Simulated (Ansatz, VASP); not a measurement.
## GaSb in two plane-wave programs

One calculation is typed for both programs; each brings its own data sets. How far apart do they land? The structure shown is the start of the Ansatz relaxation below; VASP solves that cell, so the two are compared at the walk's first step.

Method: plane waves, with VASP 6.6.1 beside it; r2SCAN, in Ansatz 0.2.0.

### Step 1. Set-up

The structure is orthorhombic, space group Imm2 (No. 44). The conventional cell has a = 4.336 Å, b = 4.468 Å, c = 6.082 Å, α = 90.00°, β = 90.00°, γ = 90.00°. Nearest to Ga lie 4 Sb at 2.66 to 2.69 Å. Nearest to Sb lie 4 Ga at 2.66 to 2.69 Å. Farther neighbours are not listed.

Coordinates:

```cif
data_structure
_symmetry_space_group_name_H-M 'Imm2'
_symmetry_Int_Tables_number 44
_cell_length_a 4.3358
_cell_length_b 4.4675
_cell_length_c 6.0822
_cell_angle_alpha 90.000
_cell_angle_beta 90.000
_cell_angle_gamma 90.000
_cell_volume 117.81
loop_
_atom_site_label
_atom_site_type_symbol
_atom_site_symmetry_multiplicity
_atom_site_Wyckoff_symbol
_atom_site_fract_x
_atom_site_fract_y
_atom_site_fract_z
_atom_site_occupancy
Ga1 Ga 2 a 0.00000 0.00000 0.00137 1
Sb1 Sb 2 b 0.50000 0.00000 0.74863 1
```

### Step 2. Ansatz: relaxation, r2SCAN

Ansatz runs on its PAW soft_1 files.

The two programs are compared at the cell with which this relaxation starts, whose forces are those of its first step.

The input, input.yaml:

```yaml
crystal:
  lattice:
    - [0.0465585042, 3.112441609, 3.0411021128]
    - [3.112441609, 0.0465585042, 3.0411021128]
    - [3.1590001131, 3.1590001131, 0.0]
  atoms:
    - { symbol: Ga, position: [-0.0013654019, -0.0013654019, 0.0013849242] }
    - { symbol: Sb, position: [0.7513654019, 0.7513654019, 0.7486150758] }
  conventional_axes: [[0, 0, 1], [1, -1, 0], [1, 1, -1]]
kpoints:
  mp_grid: { grid: [12, 12, 12], shift: [0.5, 0.5, 0.5] }
hamiltonian:
  xc: r2scan
  pseudopotentials: { kind: paw, azcp: { folder: soft_1 } }
scf:
  occupations: { method: gaussian, width: 0.02 }
output:
  forces: true
  stress: true
  eigenvalues: true
relax:
  adjacent_minimum: "off"
  f_tol: 0.001
  max_steps: 60
  cell: { stress_tol: 0.01, fix: [a, angles] }
```

Started as:

```console
> ansatz run input.yaml --threads 4 --pin off --max-ram 10240MiB --backend cpu --events-out ev --progress --plain --runs-dir out
```

Numbers of over 12 decimals in the logs are rounded to 6 here.

The log of the run:

```text
Engine: ansatz 0.2.0, aarch64-unknown-linux-gnu
Pseudopotentials: kind: paw
Pseudopotential: Ga, paw, valence charge 13, recommended cutoff 500 eV (meta_gga), soft_1/Ga.paw.azcp
Pseudopotential: Sb, paw, valence charge 15, recommended cutoff 500 eV (meta_gga), soft_1/Sb.paw.azcp
Functional definition: r2SCAN
  parameter k0 = 0.174
  parameter k1 = 0.065
  parameter a1 = 4.9479
  exchange = r2scan_x(k0 = k0, k1 = k1, a1 = a1)
  correlation = r2scan_c
Crystal: 2 atoms, lattice volume = 58.907 Å³
Basis set: ecut = 500 eV, 1473 PW (Γ), exchange–correlation on 128×128×144 points (64 copies of the dense FFT grid, shifted against one another)
Bands: 18, of which v1, the nominal top of the filled ones, is band 14 counted from 1 (13 counted from 0)
Symmetry: 2 space group operations
Space group: Cm (ITA 8), of the structure as read, at distance tolerance 3.9e-5 Å
k-points: 468 of 1728 (time reversal used)
Non-local potential: Ga, projectors of the file, l = 0: 2, l = 1: 2, l = 2: 3, l = 3: 1
Non-local potential: Sb, projectors of the file, l = 0: 2, l = 1: 2, l = 2: 2, l = 3: 1
PAW form: soft (Blöchl's): semilocal exchange-correlation on the pseudo side does not see the compensation charge
PAW frozen core: Ga, regenerated for the run's functional (the file was generated under x = pbe(κ = 0.804, μ = 0.219515), c = pbe(β = 0.066725))
PAW frozen core: Sb, regenerated for the run's functional (the file was generated under x = pbe(κ = 0.804, μ = 0.219515), c = pbe(β = 0.066725))
PAW one-centre angular grid: Ga, 590 points (default); XC on 160 Gauss nodes
PAW one-centre angular grid: Sb, 590 points (default); XC on 160 Gauss nodes
Initial density: superposition of atomic densities (chi_scale 0.1, normalization cell, long waves kept (reshape's long-wave potential 0.00 eV rms))
Initial wavefunctions: pseudopotential atomic-orbital guess
Functional: x = r2scan, c = r2scan; τ floored in thin density (d = 2e-4 eV/Å³)
iter 1 solved again at ethr=1.66e-3 eV; its pass at ethr=3.10e-3 eV (dr2=4.65e-1 eV) is discarded
SCF iter   1: F=—  HF=-10289.887603 eV  |F-HF|=—  |Δ(HF+E_count)|=         —  Δρ=3.57e-2  dr2=4.65e-1  dr2_τ=4.17e-3  ethr=1.66e-3  ⟨swp⟩=1.0  Hψ=58168  notcnv=0
preconditioner: auto → none  [insulator: Δε(μ)=0.537 eV  Ē_g=15.458 eV  σ=0.020 eV  W_gap=1.00  n_scr=14 (ndim 8)  ℏωp=20.5 eV  f_vac=0.010  D(μ)=0.00/eV (n_scr^D=0)  ε∞_Penn≈2.8]
SCF iter   2: F=—  HF=-10289.911893 eV  |F-HF|=—  |Δ(HF+E_count)|=   2.43e-2  Δρ=1.65e-2  dr2=8.42e-2  dr2_τ=8.56e-4  ethr=1.66e-3  ⟨swp⟩=3.2  Hψ=14653  notcnv=0
SCF iter   3: F=—  HF=-10289.937257 eV  |F-HF|=—  |Δ(HF+E_count)|=   2.54e-2  Δρ=7.33e-3  dr2=2.46e-2  dr2_τ=1.55e-4  ethr=3.01e-4  ⟨swp⟩=2.9  Hψ=15652  notcnv=0
SCF iter   4: F=—  HF=-10289.926346 eV  |F-HF|=—  |Δ(HF+E_count)|=   1.09e-2  Δρ=6.71e-4  dr2=1.34e-4  dr2_τ=5.49e-6  ethr=8.80e-5  ⟨swp⟩=3.0  Hψ=17173  notcnv=0
SCF iter   5: F=—  HF=-10289.926419 eV  |F-HF|=—  |Δ(HF+E_count)|=   7.33e-5  Δρ=3.28e-4  dr2=2.29e-5  dr2_τ=5.01e-7  ethr=4.77e-7  ⟨swp⟩=2.0  Hψ=14984  notcnv=0
SCF iter   6: F=—  HF=-10289.926426 eV  |F-HF|=—  |Δ(HF+E_count)|=   7.30e-6  Δρ=3.85e-5  dr2=5.69e-7  dr2_τ=1.15e-8  ethr=8.20e-8  ⟨swp⟩=2.0  Hψ=14976  notcnv=0
SCF iter   7: F=-10289.926427 eV  HF=-10289.926427 eV  |F-HF|=1.60e-8  |Δ(HF+E_count)|=   1.79e-7  Δρ=9.67e-6  dr2=2.97e-8  dr2_τ=7.53e-10  ethr=3.57e-10  ⟨swp⟩=7.0  Hψ=45170  notcnv=0
SCF 1 converged in 7 iterations: F = -10289.926427 eV  dr2 = 2.97e-8
  greatest PAW one-centre occupation: 0.994 electrons in one spin orbital (limit 2), on the Sb atom at site 1 (counted from 0), in its partial waves of l = 2
relax step   1: F+E_penalty+E_count = -10289.92642659 eV  Δ(F+E_penalty+E_count) = +0.000e0 eV  max|allowed force component| = 5.633e-2 eV/Å  Δτ_max = 0.0000 Å  P = -1.031 GPa  Ω = 58.907 Å³  fix = [a, alpha, beta, gamma]  reactions: a -2.725 GPa; beta +0.005 GPa/rad  (7 SCF iters, dr2 threshold 1.00e-7 eV, accepted)
[...]
relax step   4: F+E_penalty+E_count = -10289.92692502 eV  Δ(F+E_penalty+E_count) = +5.006e-5 eV  max|allowed force component| = 1.032e-3 eV/Å  Δτ_max = 0.0000 Å  P = -0.829 GPa  Ω = 58.644 Å³  fix = [a, alpha, beta, gamma]  reactions: a -2.467 GPa; beta +0.005 GPa/rad  stress off target by 1.04e-2 GPa on what of the cell is left free  SCF on the basis re-selected at this cell (its energy is not comparable with the rows above)  (6 SCF iters)
[...]
relax step   5: F+E_penalty+E_count = -10289.92692663 eV  Δ(F+E_penalty+E_count) = -1.612e-6 eV  max|allowed force component| = 2.029e-4 eV/Å  Δτ_max = 0.0000 Å  P = -0.823 GPa  Ω = 58.637 Å³  energy of the carried Pulay correction = +1.326e-6 eV  fix = [a, alpha, beta, gamma]  reactions: a -2.466 GPa; beta +0.005 GPa/rad  (4 SCF iters, dr2 threshold 2.73e-10 eV, accepted)
[...]
relax step   6: F+E_penalty+E_count = -10289.92692542 eV  Δ(F+E_penalty+E_count) = +1.215e-6 eV  max|allowed force component| = 2.044e-4 eV/Å  Δτ_max = 0.0000 Å  P = -0.823 GPa  Ω = 58.637 Å³  fix = [a, alpha, beta, gamma]  reactions: a -2.466 GPa; beta +0.005 GPa/rad  stress off target by 2.35e-3 GPa on what of the cell is left free  SCF on the basis re-selected at this cell (its energy is not comparable with the rows above)  (5 SCF iters)
basis re-selected at this cell: Δ(F+E_penalty+E_count) = +1.215e-6 eV, ΔP = -0.000 GPa vs the last step (what re-selecting the basis moved, of the pressure what is left beyond the Pulay correction that the steps carried, after the strain that the cell walked since its last selection, with what the two solves' SCF thresholds leave and, on support functions, any second-order correction that the steps lacked; it is no m [...]
SCF converged after 5 iterations
Free energy (F): -10289.926925 eV
Harris-Foulkes:  -10289.926925 eV  (|F-HF|=3.64e-12)
Internal energy: -10289.926925 eV  (E = F + TS)
E sigma→0 (E₀):  -10289.926925 eV
Fermi energy:    7.667965 eV
--- Per-component energies (eV) ---
  E_band       = -283.640925
  E_kinetic    = 272.939479
  E_local      = -3412.486010  (includes V_loc(G=0)·N_el)
  E_nonlocal   = 299.263548
  E_hartree    = 1745.984091
  E_xc         = -146.887637
  E_vxc        = -151.178959  (∫ρ·V_xc dr)
  E_paw        = -6574.153595  (= ΣΔE_a)
  E_vpaw       = -792.777196  (= ΣTr[D̂ρ^β])
  E_aug_tail   = 0.000078  (compensation charges beyond the density's cutoff)
  E_vtau       = 8.629956  (kinetic-family band-sum trace: ∫τ·v_τ [+ j·A + Jᵃ·Aᵃ] dr)
  E_ewald      = -2474.439871
  E_core_change = -0.147008  (= ΣΔE_core)
  E_smearing   = -0.000000  (= −TS)
  E_closure    = 0.000000  (closes the sum)
  Σ components = -10289.926925   (vs F -10289.926925, Δ=0.00e0)
--- Forces (eV/Å), atoms counted from 1 ---
  atom   1  Ga    -0.00000149    -0.00000149     0.00020447
  atom   2  Sb     0.00000146     0.00000146    -0.00020424
  max |Σ_I F_I| component: 2.32e-7 eV/Å
--- Stress (GPa, compression-positive) ---
       -1.233977      -1.231624      -0.003405
       -1.231624      -1.233977      -0.003405
       -0.003405      -0.003405      -0.001624
  P = ⅓ Tr σ = -0.8232 GPa (-8.232 kbar)
--- Band table (eV; the first three rows and the last of 468) ---
  k-point 0: bands = [... 10 lower, -4.4155, 6.6938, 7.3154, 7.3395, 8.0394, 10.2795, 10.3535, 10.5273]
  k-point 1: bands = [... 10 lower, -4.3231, 5.6413, 6.9899, 7.2688, 8.7094, 10.5738, 10.6183, 10.7367]
  k-point 2: bands = [... 10 lower, -4.0937, 4.2967, 6.6258, 7.0042, 8.8384, 10.9324, 11.0657, 11.7158]
  k-point 467: bands = [... 10 lower, -2.7764, 0.8895, 5.5646, 6.1634, 8.7028, 11.2867, 11.6520, 14.6223]
--- Relaxed structure (4 steps of the walk, 4 accepted, 2 SCFs on fresh bases) ---
  F+E_penalty+E_count = -10289.92692542 eV   max|allowed force component| = 2.044e-4 eV/Å   (the final SCF, on the basis selected at the relaxed cell)
  cell:  # Å, volume = 58.6371 Å³
    - [0.046843, 3.112157, 3.027734]
    - [3.112157, 0.046843, 3.027734]
    - [3.159000, 3.159000, -2.2831185811536743e-13]
  atoms:
    - { symbol: Ga, position: [-0.00202644, -0.00202644, 0.00204739] }
    - { symbol: Sb, position: [0.752026, 0.752026, 0.747953] }
```

Reading the cycles: dr2 is the Hartree energy of the density residual (eV), the measure of convergence; HF is the Harris–Foulkes estimate of the energy, which meets the free energy F at convergence.

(Part 1 of 3 ends here.)

[Lines on the potential files, build, host, timing and source positions are cut from VASP's logs without a mark.]

[Logs are printed without paths, hosts, clocks, repeated set-up lines and the standing remarks that a program may print on its own settings, such as how far it seeks lower states.]

[Hosts, paths, dates, database ids (printed as entryN), source tags and the programs' standing remarks are cut or masked in the printed files.]
